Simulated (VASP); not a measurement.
# TePb (Fm-3m) in VASP: notebook, part 2 of 2

VASP 6.6.1. The steps go on from the part before.

### Step 4. Relaxation of cell and atoms, RPBE

This run uses another cell than the first one, of 33.73 Å³/atom, 0.915 times its volume.

Contents of INCAR:

```
ALGO     = Normal         # electronic algorithm
EDIFF    = 1E-6           # SCF threshold, eV
EDIFFG   = -0.02          # ionic threshold
ENCUT    = 600            # plane-wave cutoff, eV
GGA      = RP             # functional
IBRION   = 2              # ionic algorithm
ISIF     = 3              # what is computed and relaxed
ISMEAR   = -1             # smearing method
LASPH    = True           # aspherical terms in the spheres
LCHARG   = False          # write CHGCAR
LREAL    = False          # projectors in reciprocal space
LWAVE    = False          # write WAVECAR
NELM     = 60             # most SCF steps
NSW      = 80             # ionic steps
PREC     = Accurate       # precision mode
SIGMA    = 0.05           # smearing width, eV
```

Contents of KPOINTS:

```
k-points
0
Gamma
  7 7 7
```

Contents of POSCAR:

```
TePb
1.0
    0.0000000000      3.2310000000      3.2310000000
    3.2310000000      0.0000000000      3.2310000000
    3.2310000000      3.2310000000      0.0000000000
Pb Te
1 1
Direct
    0.0000000000      0.0000000000      0.0000000000
    0.5000000000      0.5000000000      0.5000000000
```

Potentials or basis: VASP PAW PBE potentials, release 64 (Pb_d, Te).

Launch:

```sh
$ cat potpaw_PBE.64/Pb_d/POTCAR potpaw_PBE.64/Te/POTCAR > POTCAR
$ mpirun -np 1 vasp_std > vasp.out
```

OUTCAR:

```text
EDIFF = 1E-6
   EDIFFG = -0.02
   ENCUT = 600
   GGA = RP
   IBRION = 2
   ISIF = 3
   ISMEAR = -1
   LASPH = True
   LREAL = False
   NELM = 60
   NSW = 80
   PREC = Accurate

 ion  position               nearest neighbor table
   1  0.000  0.000  0.000-   2 3.23   2 3.23   2 3.23   2 3.23   2 3.23   2 3.23
   2  0.500  0.500  0.500-   1 3.23   1 3.23   1 3.23   1 3.23   1 3.23   1 3.23

  LATTYP: Found a face centered cubic cell.
 ALAT       =     6.4620000000

  Lattice vectors:

 A1 = (   0.0000000000,   3.2310000000,   3.2310000000)
 A2 = (   3.2310000000,   0.0000000000,   3.2310000000)
 A3 = (   3.2310000000,   3.2310000000,   0.0000000000)

Analysis of symmetry for initial positions (statically):
=====================================================================
 Subroutine PRICEL returns:
 Original cell was already a primitive cell.

 Routine SETGRP: Setting up the symmetry group for a
 face centered cubic supercell.

 Subroutine GETGRP returns: Found 48 space group operations
[... 9 lines left out ...]

 Routine SETGRP: Setting up the symmetry group for a
 face centered cubic supercell.

 Subroutine GETGRP returns: Found 48 space group operations
[... 11 lines left out ...]
                                     Primitive cell

  volume of cell :      67.4592

  direct lattice vectors                    reciprocal lattice vectors
     0.000000000  3.231000000  3.231000000    -0.154750851  0.154750851  0.154750851
     3.231000000  0.000000000  3.231000000     0.154750851 -0.154750851  0.154750851
     3.231000000  3.231000000  0.000000000     0.154750851  0.154750851 -0.154750851

  length of vectors
     4.569324020  4.569324020  4.569324020     0.268036337  0.268036337  0.268036337

  position of ions in fractional coordinates (direct lattice)
     0.000000000  0.000000000  0.000000000
     0.500000000  0.500000000  0.500000000

  ion indices of the primitive-cell ions
   primitive index   ion index
                 1           1
                 2           2

----------------------------------------------------------------------------------------

 KPOINTS: k-points

Automatic generation of k-mesh.
 Grid dimensions read from file:
 generate k-points for:    7    7    7

 Generating k-lattice:

  Cartesian coordinates                     Fractional coordinates (reciprocal lattice)
    -0.022107264  0.022107264  0.022107264     0.142857143  0.000000000  0.000000000
     0.022107264 -0.022107264  0.022107264     0.000000000  0.142857143  0.000000000
     0.022107264  0.022107264 -0.022107264     0.000000000  0.000000000  0.142857143

  Length of vectors
     0.038290905  0.038290905  0.038290905

  Shift w.r.t. Gamma in fractional coordinates (k-lattice)
     0.000000000  0.000000000  0.000000000

 Subroutine IBZKPT returns following result:
 ===========================================

 Found     20 irreducible k-points:

 Following reciprocal coordinates:
            Coordinates               Weight
  0.000000  0.000000  0.000000      1.000000
  0.142857  0.000000  0.000000      8.000000
  0.285714  0.000000  0.000000      8.000000
  0.428571  0.000000  0.000000      8.000000
  0.142857  0.142857  0.000000      6.000000
  0.285714  0.142857  0.000000     24.000000
[... 12 lines left out ...]
 -0.428571  0.428571  0.142857     24.000000
 -0.285714  0.428571  0.142857     24.000000
   k-points           NKPTS =     20   k-points in BZ     NKDIM =     20   number of bands    NBANDS=     14
   number of dos      NEDOS =    301   number of ions     NIONS =      2
   total plane-waves  NPLWV =  64000
   dimension x,y,z NGX =    40 NGY =   40 NGZ =   40
   dimension x,y,z NGXF=    80 NGYF=   80 NGZF=   80
   ions per type =               1   1
   NGX,Y,Z   is equivalent  to a cutoff of  14.55, 14.55, 14.55 a.u.
   NGXF,Y,Z  is equivalent  to a cutoff of  29.11, 29.11, 29.11 a.u.
 SYSTEM =  unknown system
   PREC   = accura    normal or accurate (medium, high low for compatibility)
   ISTART =      0    job   : 0-new  1-cont  2-samecut
   ICHARG =      2    charge: 1-file 2-atom 10-const
   ISPIN  =      1    spin polarized calculation?
   LNONCOLLINEAR =      F non collinear calculations
   LSORBIT =      F    spin-orbit coupling
   LASPH  =      T    aspherical Exc in radial PAW
   ENCUT  =  600.0 eV  44.10 Ry    6.64 a.u.   9.13  9.13  9.13*2*pi/ulx,y,z
   NELM   =     60;   NELMIN=  2; NELMDL= -5     # of ELM steps
   EDIFF  = 0.1E-05   stopping-criterion for ELM
   LREAL  =      F    real-space projection
   EDIFFG = -.2E-01   stopping-criterion for IOM
   NSW    =     80    number of steps for IOM
   IBRION =      2    ionic relax: 0-MD 1-quasi-New 2-CG
   NFREE  =      1    steps in history (QN), initial steepest desc. (CG)
   ISIF   =      3    stress and relaxation
   ISYM   =      2    0-nonsym 1-usesym 2-fastsym
   POTIM  = 0.5000    time-step for ionic-motion
   TEBEG  =    0.0;   TEEND  =   0.0 temperature during run
   PSTRESS=    0.0 pullay stress
   NELECT =      20.0000    total number of electrons
   NUPDOWN=      -1.0000    fix difference up-down
   EMIN   =  10.00;   EMAX   =-10.00  energy-range for DOS
   EFERMI =   0.00;   METHOD = LEGACY
   ISMEAR =    -1;   SIGMA  =   0.05  broadening in eV -4-tet -1-fermi 0-gaus
   EFERMI_NEDOS =   21; number of points for ismear=-14 and -15
   IALGO  =     38    algorithm
   IMIX   =      4    mixing-type and parameters
     AMIX     =   0.40;   BMIX     =  1.00
     AMIX_MAG =   1.60;   BMIX_MAG =  1.00
  volume/ion in A,a.u.               =      33.73       227.62
  Fermi-wavevector in a.u.,A,eV,Ry     =   1.091619  2.062861 16.213147  1.191633
  Thomas-Fermi vector in A             =   2.227868
   LORBIT       =      0    0 simple, 1 ext, 2 COOP (PROOUT), +10 PAW based schemes
   GGA     = RP    functional components
   LHFCALC =     F    Hartree Fock is set to
   AEXX    =    0.0000 exact exchange contribution
   IVDW    =     0    specifies the selected vdW correction
   LEPSILON=     F    determine dielectric tensor
   LRPA    =     F    only Hartree local field effects (RPA)
 conjugate gradient relaxation of ions
 non-spin polarized calculation
  energy-cutoff  :      600.00
  volume of cell :       67.46
 maximum number of plane-waves:      2259
 NGX is ok and might be reduce to    40
   NGX = 19   NGY = 19   NGZ = 19

--------------------------------------- Ionic step        1  -------------------------------------------

 number of electron      19.9999998 magnetization

 Free energy of the ion-electron system (eV)
  ---------------------------------------------------
  ext. energy  EPLUGINS =         0.00000000
  ---------------------------------------------------
  free energy    TOTEN  =        -6.77834129 eV

  energy without entropy =       -6.77833982  energy(sigma->0) =       -6.77834056

 E-fermi :   6.1861     XC(G=0):  -9.1722

 val. band max:        5.6479843409   @ k =   0.4286   0.0000   0.0000
 cond. band min:       6.7132525211   @ k =   0.4286   0.0000   0.0000
 fundamental gap:      1.0652681802
 Fermi energy:         6.1860766448

 k-point     1 :       0.0000    0.0000    0.0000
  band No.  band energies     occupation
      1     -11.0468      2.00000
      2     -11.0468      2.00000
      3     -11.0412      2.00000
      4     -11.0412      2.00000
      5     -11.0412      2.00000
      6      -6.2574      2.00000
      7       0.1843      2.00000
      8       4.3861      2.00000
      9       4.3861      2.00000
     10       4.3861      2.00000
     11       9.8599      0.00000
     12       9.8599      0.00000
     13       9.8599      0.00000
     14      11.5581      0.00000
[... 390 lines left out ...]
  energy  without entropy=       -6.8390537323  energy(sigma->0) =       -6.83905400

--------------------------------------- Ionic step        3  -------------------------------------------

 number of electron      20.0000001 magnetization

 Free energy of the ion-electron system (eV)
  ---------------------------------------------------
  ext. energy  EPLUGINS =         0.00000000
  ---------------------------------------------------
  free energy    TOTEN  =        -6.84228370 eV

  energy without entropy =       -6.84228310  energy(sigma->0) =       -6.84228340

 E-fermi :   5.2005     XC(G=0):  -8.7710

 val. band max:        4.5922782417   @ k =   0.4286   0.0000   0.0000
 cond. band min:       5.7775984747   @ k =   0.4286   0.0000   0.0000
 fundamental gap:      1.1853202330
 Fermi energy:         5.2005011137

 k-point     1 :       0.0000    0.0000    0.0000
  band No.  band energies     occupation
      1     -12.0098      2.00000
      2     -12.0098      2.00000
      3     -12.0098      2.00000
      4     -12.0095      2.00000
      5     -12.0095      2.00000
      6      -6.6433      2.00000
      7      -1.1002      2.00000
      8       3.6359      2.00000
      9       3.6359      2.00000
     10       3.6359      2.00000
     11       8.6829      0.00000
     12       8.6829      0.00000
     13       8.6829      0.00000
     14      10.6907      0.00000
[... 350 lines left out ...]
  FREE ENERGIE OF THE ION-ELECTRON SYSTEM (eV)
  ---------------------------------------------------
  free  energy   TOTEN  =        -6.8422837038 eV

  energy  without entropy=       -6.8422830979  energy(sigma->0) =       -6.84228340

 reached required accuracy - stopping structural energy minimisation
```

Wall time 75 s (1 thread of Intel Xeon Platinum 8259CL at 2.50GHz (Skylake/Cascade Lake), shared host); peak memory 0.25 GiB.

What came out:

| Property | Result |
| --- | --- |
| Free energy | -6.8423 eV |
| Relaxed volume | 36.79 Å³/atom |
| Relaxed cell | a = 4.704 Å, b = 4.704 Å, c = 4.704 Å, α = 60.00°, β = 60.00°, γ = 60.00° |
| Space group after relaxing (to 0.05 Å) | Fm-3m (No. 225) |
| Energy gained by relaxing | 32.0 meV/atom |
| Ionic steps | 3 |
| Pressure after relaxing | 0.0 GPa |

Step by step:
```
step  energy change (eV)  largest force (eV/Å)  pressure (GPa)  volume (Å³)
   1              0.0000                0.0000            3.59        67.46
   2             -0.0607                0.0000           -0.67        75.12
   3             -0.0639                0.0000            0.01        73.58
```

Final structure:
```yaml
crystal:
  lattice:
    - [0.00000, 3.32596, 3.32596]
    - [3.32596, 0.00000, 3.32596]
    - [3.32596, 3.32596, 0.00000]
  atoms:
    - { symbol: Pb, position: [0.00000, 0.00000, 0.00000] }
    - { symbol: Te, position: [0.50000, 0.50000, 0.50000] }
```

Levels at points of the mesh, in eV from the Fermi level:
```tsv
k point	band 7	band 8	band 9	band 10	band 11	band 12	band 13	band 14
(0.00, 0.00, 0.00)	-6.30	-1.56	-1.56	-1.56	3.48	3.48	3.48	5.49
```

Caveat: this odd mesh misses L, where the gap lies, so gap, dielectric constants and Born charges aren't listed; the PAW data sets were made with another functional, which shifts forces and pressure a little; spin-orbit coupling is left out, which moves the levels of the heavy elements. Zero-point motion and thermal expansion aren't in these numbers.

### Step 5. Single point, PBE

This run uses another cell than the first one, of 33.73 Å³/atom, 0.915 times its volume.

Contents of INCAR:

```
SYSTEM = TePb
ALGO     = Normal         ! electronic algorithm
EDIFF    = 1E-6           ! SCF threshold, eV
ENCUT    = 520            ! plane-wave cutoff, eV
GGA      = PE             ! functional
ISIF     = 2              ! what is computed and relaxed
ISMEAR   = -1             ! smearing method
LASPH    = .TRUE.         ! aspherical terms in the spheres
LCHARG   = .TRUE.         ! write CHGCAR
LELF     = .TRUE.         ! ELF
LREAL    = .FALSE.        ! projectors in reciprocal space
LVHAR    = .TRUE.       
LWAVE    = .FALSE.        ! write WAVECAR
NBANDS   = 17             ! bands
NELM     = 60             ! most SCF steps
PREC     = Accurate       ! precision mode
SIGMA    = 0.05           ! smearing width, eV
```

Contents of KPOINTS:

```
k-points
0
G
  6 6 6
  0 0 0
```

POSCAR is that of step 4.

Launch:

```sh
$ cat potpaw_PBE.64/Pb_d/POTCAR potpaw_PBE.64/Te/POTCAR > POTCAR
$ mpirun -np 1 vasp_std > vasp.out
```

Wall time 28 s (1 thread of Intel Xeon 8259CL, shared host); peak memory 0.21 GiB.

It converged, with:

* Free energy: -7.5021 eV
* Pressure: 2.1 GPa
* Band gap on the k mesh: 0.74 eV, direct

Levels at points of the mesh, in eV from the valence-band top:
```
           k point  band 6  band 7  band 8  band 9  band 10  band 11  band 12  band 13  band 14  band 15
(0.00, 0.00, 0.00)  -12.02   -5.60   -1.35   -1.35    -1.35     4.08     4.08     4.08     5.80     5.80
(0.50, 0.00, 0.00)  -10.58   -8.59   -0.89   -0.89     0.00     0.74     1.27     1.27     8.39     9.24
(0.50, 0.50, 0.00)  -10.34   -7.29   -4.50   -2.80    -2.80     3.29     5.48     5.48     6.71    10.10
```

Caveat: spin-orbit coupling is left out, which moves the levels of the heavy elements.

### Step 6. Single point, LDA

This run uses another cell than the first one, of 32.48 Å³/atom, 0.881 times its volume.

Contents of INCAR:

```
SYSTEM = TePb
ALGO = Normal
EDIFF = 1E-6
ENCUT = 500
GGA = CA
GGA_COMPAT = .False.
ISIF = 2
ISMEAR = -1
LASPH = .True.
LCHARG = .False.
LREAL = .False.
LWAVE = .False.
NBANDS = 17
NELM = 120
PREC = Accurate
SIGMA = 0.05
```

Contents of KPOINTS:

```
k-points
0
Gamma
  7 7 7
  0 0 0
```

Contents of POSCAR:

```
TePb
1.0
    0.0000000000      3.1904686450      3.1904686450
    3.1904686450      0.0000000000      3.1904686450
    3.1904686450      3.1904686450      0.0000000000
Pb Te
1 1
Direct
    0.0000000000      0.0000000000      0.0000000000
    0.5000000000      0.5000000000      0.5000000000
```

Potentials or basis: VASP PAW LDA potentials, release 64 (Pb_d, Te).

Launch:

```sh
$ cat potpaw_LDA.64/Pb_d/POTCAR potpaw_LDA.64/Te/POTCAR > POTCAR
$ mpirun -np 1 vasp_std > vasp.out
```

Wall time 8.7 s (1 thread of Intel Xeon 6975P-C (Granite Rapids), shared host); peak memory 0.17 GiB.

It converged, with:

```yaml
Free_energy: -8.7770 eV
Pressure: 0.0 GPa
```

Levels at points of the mesh, in eV from the Fermi level:
| k point | band 7 | band 8 | band 9 | band 10 | band 11 | band 12 | band 13 | band 14 |
| --- | --- | --- | --- | --- | --- | --- | --- | --- |
| (0.00, 0.00, 0.00) | -5.90 | -1.82 | -1.82 | -1.82 | 3.71 | 3.71 | 3.71 | 5.37 |

Caveat: this odd mesh misses L, where the gap lies, so gap, dielectric constants and Born charges aren't listed; spin-orbit coupling is left out, which moves the levels of the heavy elements.

### Step 7. The runs side by side

```tsv
task	level	potentials or basis	cell	k mesh	cutoff (eV)	pressure (GPa)	relaxed volume (Å³/atom)
single point	RPBE	VASP PAW PBE potentials, release 64 (Pb_d, Te)	a = 4.706 Å, angles 60.0°, 2 atoms	7 × 7 × 7	520	-0.1	-
relaxation of cell and atoms	revPBE+D4	VASP PAW PBE potentials, release 64 (Pb_d, Te)	relaxed from a = 4.569 Å, angles 60.0°, 2 atoms	7 × 7 × 7	600	0.0	33.90
relaxation of cell and atoms	RPBE	VASP PAW PBE potentials, release 64 (Pb_d, Te)	relaxed from a = 4.569 Å, angles 60.0°, 2 atoms	7 × 7 × 7	600	0.0	36.79
single point	PBE	VASP PAW PBE potentials, release 64 (Pb_d, Te)	a = 4.569 Å, angles 60.0°, 2 atoms	6 × 6 × 6	520	2.1	-
single point	LDA	VASP PAW LDA potentials, release 64 (Pb_d, Te)	a = 4.512 Å, angles 60.0°, 2 atoms	7 × 7 × 7	500	0.0	-
```

Alike in all rows: no spin polarisation; smearing fermi-dirac 0.05 eV.

Caveats: spin-orbit coupling is left out, which moves the levels of the heavy elements; the PAW data sets were made with another functional, which shifts forces and pressure a little (some runs).

Absolute energies hang on the potentials; compare differences alone.

### Step 8. Comparison with measurements

Step 5. A measured gap of TePb is 0.19 eV (direct; 4.2 K; a printed reference work, monograph); the calculated 0.74 eV misses it by +0.55 eV. Spin-orbit coupling on Pb, Te is left out. The value is that of PBE on a finite k mesh, which can miss the band edges, without temperature or zero-point motion.
